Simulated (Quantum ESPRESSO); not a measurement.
**HfO2 (Fm-3m): the LO frequency by hand**

Aim: work out the LO frequency and the static dielectric constant of HfO2 (Fm-3m) from one linear-response run, then check them.

Program: Quantum ESPRESSO 7.5. Level of theory: DFT PBEsol, scalar-relativistic, plane waves, PseudoDojo norm-conserving pseudopotentials. Results are calculated unless marked as measured.

**1. Set-up**

Symmetry: Fm-3m, No. 225, cubic system. The conventional cell has a = 5.022 Å, b = 5.022 Å, c = 5.022 Å, α = 90.00°, β = 90.00°, γ = 90.00°. Nearest to Hf lie 8 O at 2.17 Å. O has 4 Hf at 2.17 Å nearest. Farther neighbours and most contacts between anions are not listed.

Coordinates:

```
Hf O
1.0
    -2.51085    0.00000    2.51085
     0.00000    2.51085    2.51085
    -2.51085    2.51085    0.00000
Hf O
1 2
Direct
  0.00000 0.00000 0.00000
  0.75000 0.75000 0.75000
  0.25000 0.25000 0.25000
```

This is the cell after its relaxation at this level of theory, not the database cell from which that began.

**2. What the response run gave**

A linear-response run on the relaxed cell, with the response to an electric field; only its zone-centre results are used. Cutoff 92 Ry, k mesh 8×8×8.

What it wrote:

```text
[banners, grids, parts of the stress and lines that vanish by symmetry left out]
Program PHONON v.7.5
     Reading xml data from directory:

[...]
Exchange-correlation= PBESOL
                           (   1   4  10   8   0   0   0)
[...]
kinetic-energy cut-off    =      92.0000  Ry
     charge density cut-off    =     368.0000  Ry
     convergence threshold     =      1.0E-18
[...]
Exchange-correlation= PBESOL
                           (   1   4  10   8   0   0   0)
[...]
q = (   0.0000000   0.0000000   0.0000000 )
     49 Sym.Ops. (with q -> -q+G )
     G cutoff =  839.4368  (  25509 G-vectors)     FFT grid: ( 45, 45, 45)
     number of k points=    29
[...]
Mode symmetry, O_h (m-3m)  point group:
[...]
Dielectric constant
[...]
End of electric fields calculation
          Dielectric constant in cartesian axis
          (       5.229116865      -0.000000000      -0.000000000 )
          (      -0.000000000       5.229116865      -0.000000000 )
          (       0.000000000       0.000000000       5.229116865 )
          Effective charges (d Force / dE) in cartesian axis without acoustic sum rule applied (asr)
           atom    1  Hf    Mean Z*:        5.51916
      Ex  (        5.51916        0.00000        0.00000 )
      Ey  (        0.00000        5.51916       -0.00000 )
      Ez  (        0.00000        0.00000        5.51916 )
           atom    2  O     Mean Z*:       -2.75933
      Ex  (       -2.75933        0.00000        0.00000 )
      Ey  (        0.00000       -2.75933        0.00000 )
      Ez  (        0.00000        0.00000       -2.75933 )
           atom    3  O     Mean Z*:       -2.75933
      Ex  (       -2.75933        0.00000        0.00000 )
      Ey  (        0.00000       -2.75933        0.00000 )
      Ez  (        0.00000        0.00000       -2.75933 )
          Effective charges Sum: Mean:        0.00051
[...]
Effective charges (d Force / dE) in cartesian axis with asr applied:
           atom    1  Hf    Mean Z*:        5.51899
[...]
atom    2  O     Mean Z*:       -2.75950
[...]
atom    3  O     Mean Z*:       -2.75950
[...]
Representation #   1 modes #   1   2   3
[...]
End of self-consistent calculation
     Convergence has been achieved
     Representation #   2 modes #   4   5   6
[...]
End of self-consistent calculation
     Convergence has been achieved
     Representation #   3 modes #   7   8   9
[...]
End of self-consistent calculation
     Convergence has been achieved
[...]
Dielectric constant in cartesian axis
          (       5.229116865      -0.000000000      -0.000000000 )
          (      -0.000000000       5.229116865      -0.000000000 )
          (       0.000000000       0.000000000       5.229116865 )
          Effective charges (d Force / dE) in cartesian axis without acoustic sum rule applied (asr)
           atom    1  Hf    Mean Z*:        5.51916
      Ex  (        5.51916        0.00000        0.00000 )
      Ey  (        0.00000        5.51916       -0.00000 )
      Ez  (        0.00000        0.00000        5.51916 )
           atom    2  O     Mean Z*:       -2.75933
      Ex  (       -2.75933        0.00000        0.00000 )
      Ey  (        0.00000       -2.75933        0.00000 )
      Ez  (        0.00000        0.00000       -2.75933 )
           atom    3  O     Mean Z*:       -2.75933
      Ex  (       -2.75933        0.00000        0.00000 )
      Ey  (        0.00000       -2.75933        0.00000 )
      Ez  (        0.00000        0.00000       -2.75933 )
          Effective charges Sum: Mean:        0.00051
[...]
Effective charges (d Force / dE) in cartesian axis with asr applied:
           atom    1  Hf    Mean Z*:        5.51899
[...]
atom    2  O     Mean Z*:       -2.75950
[...]
atom    3  O     Mean Z*:       -2.75950
[...]
q = (    0.000000000   0.000000000   0.000000000 )
[...]
freq (    1) =      -0.054547 [THz] =      -1.819478 [cm-1]
     freq (    2) =      -0.054547 [THz] =      -1.819478 [cm-1]
     freq (    3) =      -0.054547 [THz] =      -1.819478 [cm-1]
     freq (    4) =       7.103392 [THz] =     236.943642 [cm-1]
     freq (    5) =       7.103392 [THz] =     236.943642 [cm-1]
     freq (    6) =       7.103392 [THz] =     236.943642 [cm-1]
     freq (    7) =      17.560184 [THz] =     585.744693 [cm-1]
     freq (    8) =      17.560184 [THz] =     585.744693 [cm-1]
     freq (    9) =      17.560184 [THz] =     585.744693 [cm-1]
[...]
Mode symmetry, O_h (m-3m)  point group:
     freq (   1-   3) =         -1.8  [cm-1]   --> T_1u G_15  G_4- I
     freq (   4-   6) =        236.9  [cm-1]   --> T_1u G_15  G_4- I
     freq (   7-   9) =        585.7  [cm-1]   --> T_2g G_25' G_5+ R

   JOB DONE.
```

| quantity | value |
| --- | --- |
| cell volume Ω (Å³) | 31.659 |
| mass of Hf (u) | 178.490 |
| mass of O (u) | 15.999 |
| Born charge of Hf, raw (e) | 5.519 |
| Born charge of O, raw (e) | -2.759 |
| ε∞ | 5.229 |
| ω(TO) after the sum rule (cm⁻¹) | 236.9 |

**3. The calculation**

The charges must sum to zero over the cell; taking off their mean, 0.000 e, leaves Z* = 5.519 e on Hf. In the polar mode Hf moves against the two O, so the reduced mass is μ = 178.49 × 32.00 / 210.49 = 27.134 u.

A longitudinal wave builds up a field that adds to the restoring force: ω(LO)² = ω(TO)² + 4π Z*² / (μ Ω ε∞), in Hartree atomic units. With μ = 49462 electron masses and Ω = 213.64 bohr³ the second term is 6.9270e-06 Ha², or 333667 cm⁻² (1 Ha = 219474.6 cm⁻¹).

So ω(LO) = √(56141 + 333667) = 624.3 cm⁻¹, and by the Lyddane-Sachs-Teller relation ε₀ = ε∞ (ω(LO)/ω(TO))² = 36.31.

**4. Check against the program**

The analysis program adds the same non-analytic term to the full matrix, here for q along (1 0 0).

What it wrote:

```text
[banners, grids, parts of the stress and lines that vanish by symmetry left out]
[banner, memory and clock lines left out]
Program DYNMAT v.7.5

     Reading Dynamical Matrix from file g.dyn
     ...Force constants read
     ...epsilon and Z* read

     Polarizability (A^3 units)
     multiply by 0.414988 for Clausius-Mossotti correction
        10.654502   -0.000000    0.000000
        -0.000000   10.654502    0.000000
        -0.000000   -0.000000   10.654502

     IR activities are in (D/A)^2/amu units

# mode   [cm-1]    [THz]      IR
    1      0.00    0.0000    0.0000
    2      0.00    0.0000    0.0000
[...]
8    585.74   17.5601    0.0000
    9    624.34   18.7174   25.8987

[end of the log left out, with the tail of the file of modes that dynmat.x writes under the same name]
```

ε₀ comes from the program's run without a direction of q.

| quantity | by hand | program |
| --- | --- | --- |
| ω(LO) (cm⁻¹) | 624.3 | 624.3 |
| ε₀ | 36.31 | 36.31 |

**5. Summary of results**

| Property | Result |
| --- | --- |
| TO mode | 236.9 cm⁻¹ |
| LO mode | 624.3 cm⁻¹ |
| static dielectric constant | 36.31 |

The LO mode of HfO2 (Fm-3m) lies at 624 cm⁻¹, 387 cm⁻¹ above the TO mode; the formula meets the program within 0.1 cm⁻¹, as it must for a cubic crystal with one polar mode. ω(LO)² − ω(TO)² goes with Z*²/ε∞: an error of 5 % in ε∞ would move the LO mode by 12.9 cm⁻¹, and semilocal functionals tend to overestimate ε∞. These are harmonic values at zero temperature, at the volume of this functional, for the structure held cubic; stability elsewhere in the zone is no part of this calculation.

[Host names and launcher messages were left out of these logs when they were recorded.]

[Logs are printed without paths, hosts, clocks, repeated set-up lines and the standing remarks that a program may print on its own settings, such as how far it seeks lower states.]

[Hosts, paths, dates, database ids (printed as entryN), source tags and the programs' standing remarks are cut or masked in the printed files.]
